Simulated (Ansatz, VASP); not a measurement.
Given: the input of a run of VASP 6.6.1 on CdS (Greenockite). 

INCAR

```
SYSTEM = CdS
ALGO = Normal ; EDIFF = 1E-6
EDIFFG = -0.005 ; ENCUT = 600
GGA = PE ; IBRION = 2
ISIF = 3 ; ISMEAR = -1
IVDW = 12 ; LASPH = .True.
LCHARG = .False. ; LREAL = .False.
LWAVE = .False. ; NELM = 100
NSW = 60 ; PREC = Accurate
SIGMA = 0.05
```

The input KPOINTS:

```
k-points
0
Gamma
  7 7 4
  0 0 0
```

Contents of POSCAR:

```
CdS
1.0
    4.1500000000      0.0000000000      0.0000000000
   -2.0750000000      3.5940054257      0.0000000000
    0.0000000000      0.0000000000      6.7370000000
Cd S
2 2
Direct
    0.6666666667      0.3333333333      0.5000000000
    0.3333333333      0.6666666667      0.0000000000
    0.6666666667      0.3333333333      0.8750000000
    0.3333333333      0.6666666667      0.3750000000
```

Potentials or basis: VASP PAW PBE potentials, release 64 (Cd, S).

Command:

```bash
$ cat potpaw_PBE.64/Cd/POTCAR potpaw_PBE.64/S/POTCAR > POTCAR
$ mpirun -np 1 vasp_std > vasp.out
```

Problem. Translate it to Ansatz 0.2.0. Potentials or basis there: Ansatz PAW, cutoff 420 eV.

Solution. As run (cutoffs and basis follow the program's own potentials, and thresholds, step limits or extra output files can differ):

The input input.yaml:

```yaml
crystal:
  lattice:
    - [4.15, 0.0, 0.0]
    - [-2.075, 3.5940054257, 0.0]
    - [0.0, 0.0, 6.737]
  atoms:
    - { symbol: Cd, position: [0.6666666667, 0.3333333333, 0.5] }
    - { symbol: Cd, position: [0.3333333333, 0.6666666667, 0.0] }
    - { symbol: S, position: [0.6666666667, 0.3333333333, 0.875] }
    - { symbol: S, position: [0.3333333333, 0.6666666667, 0.375] }
hamiltonian:
  xc: pbe
  pseudopotentials: { kind: paw }
  dispersion: d3bj
kpoints:
  mp_grid: { grid: [7, 7, 4] }
scf:
  occupations: { method: fermi_dirac, width: 0.05 }
output:
  forces: true
  stress: true
relax:
  f_tol: 0.01
  max_steps: 40
  cell: { stress_tol: 0.05 }
```

Potentials or basis: Ansatz PAW.

The run is started by

```bash
$ ansatz run input.yaml --threads 2 --pin off --max-ram 5632MiB --backend cpu --events-out ev --progress --plain --runs-dir out
```

Both were run:

|  | VASP | Ansatz |
| --- | --- | --- |
| Relaxed volume | 25.21 Å³/atom | 25.08 Å³/atom |
| Relaxed cell | a = 4.149 Å, b = 4.149 Å, c = 6.766 Å, α = 90.00°, β = 90.00°, γ = 120.00° | a = 4.142 Å, b = 4.142 Å, c = 6.752 Å, α = 90.00°, β = 90.00°, γ = 120.00° |
| Space group after relaxing | P6_3mc (No. 186) | P6_3mc (No. 186) |
| Pressure after relaxing | 0.0 GPa | 0.0 GPa |

Ansatz's pressure holds a Pulay term of +0.04 GPa for its cutoff of 420 eV, which the other run lacks.

The potentials hold 36 and 52 valence electrons a cell.

Where Ansatz's input types no cutoff or centring, it takes its own default and a Γ-centred mesh.

Pressure is positive in compression.
